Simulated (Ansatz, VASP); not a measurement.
InP in VASP and in Ansatz

File INCAR:

```
PREC = Accurate
ENCUT = 520
EDIFF = 1E-6
ISMEAR = 0
SIGMA = 0.05
LREAL = False
LASPH = True
NELM = 100
ALGO = Normal
ISIF = 2
LWAVE = False
LCHARG = True
GGA = RP
LELF = True
LVHAR = True
NBANDS = 16
```

File KPOINTS:

```
Automatic mesh
0
Gamma
  8 8 8
```

The input POSCAR:

```
InP
1.0
    0.0000000000      2.9305000000      2.9305000000
    2.9305000000      0.0000000000      2.9305000000
    2.9305000000      2.9305000000      0.0000000000
In P
1 1
Direct
    0.0000000000      0.0000000000      0.0000000000
    0.7500000000      0.7500000000      0.7500000000
```

File input.yaml:

```yaml
crystal:
  lattice:
    - [0.0, 2.9305, 2.9305]
    - [2.9305, 0.0, 2.9305]
    - [2.9305, 2.9305, 0.0]
  atoms:
    - { symbol: In, position: [0.0, 0.0, 0.0] }
    - { symbol: P, position: [0.75, 0.75, 0.75] }
kpoints:
  mp_grid: { grid: [8, 8, 8] }
scf:
  occupations: { method: gaussian, width: 0.05 }
hamiltonian:
  xc: rpbe
  pseudopotentials: { kind: all_electron, lapw: { basis_error: 0.001 } }
output:
  forces: true
  stress: true
  eigenvalues: true
```

Alike in both runs: task single point; functional RPBE; k mesh 8 × 8 × 8; occupations gaussian, width 0.05 eV; no spin polarisation.

|  | VASP | Ansatz |
| --- | --- | --- |
| version | VASP 6.6.1 | Ansatz 0.2.0 |
| potentials or method | VASP PAW PBE potentials, release 64 (In_d, P) | all-electron LAPW, scalar-relativistic |
| plane-wave cutoff (eV) | 520 | see its input |

```tsv
	VASP	Ansatz	Ansatz less VASP
gap on the k mesh at the Fermi level (eV)	0.84	0.85	+0.006
least direct gap on the mesh (eV)	0.84	0.85	+0.006
pressure (GPa)	5.1	5.2	+0.06
```

Ansatz ran all-electron here, so the differences hold the error of VASP's frozen core and of both bases.

Caveats: spin-orbit coupling is left out, which moves the levels of the heavy elements; the PAW data sets were made with another functional, which shifts forces and pressure a little (VASP).
